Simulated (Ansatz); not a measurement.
MgO (zincblende type), DFT, r2SCAN, PAW with Ansatz's default frozen-core files, scalar-relativistic (Ansatz 0.2.0), on 1 thread of Arm Neoverse V1 (shared host).

Command: `ansatz run input.yaml --threads 1 --pin off --max-ram 2048MiB --backend cpu --events-out ev --progress --plain --runs-dir out`

```yaml
crystal:
  lattice:
    - [0.0, 2.0455540873, 2.0455540873]
    - [2.0455540873, 0.0, 2.0455540873]
    - [2.0455540873, 2.0455540873, 0.0]
  atoms:
    - { symbol: Mg, position: [0.0, 0.0, 0.0] }
    - { symbol: O, position: [0.25, 0.25, 0.25] }
kpoints:
  mp_grid: { grid: [16, 16, 16] }
scf:
  occupations: { method: fermi_dirac, width: 0.1 }
hamiltonian:
  xc: r2scan
  pseudopotentials: { kind: paw }
output:
  forces: true
  stress: true
  eigenvalues: true
  populations: true
  write_density: true
  write_potential: true
  elf: true
  volumetric_format: npy
```

(1) How large is the problem that the program sets up?

(2) About how long does it take?

Results:

(1) 145 irreducible k-points, 411 plane waves at Γ, 12 bands.

(2) 11 s of wall time for 6 SCF iterations. Times on shared machines scatter by tens of per cent.
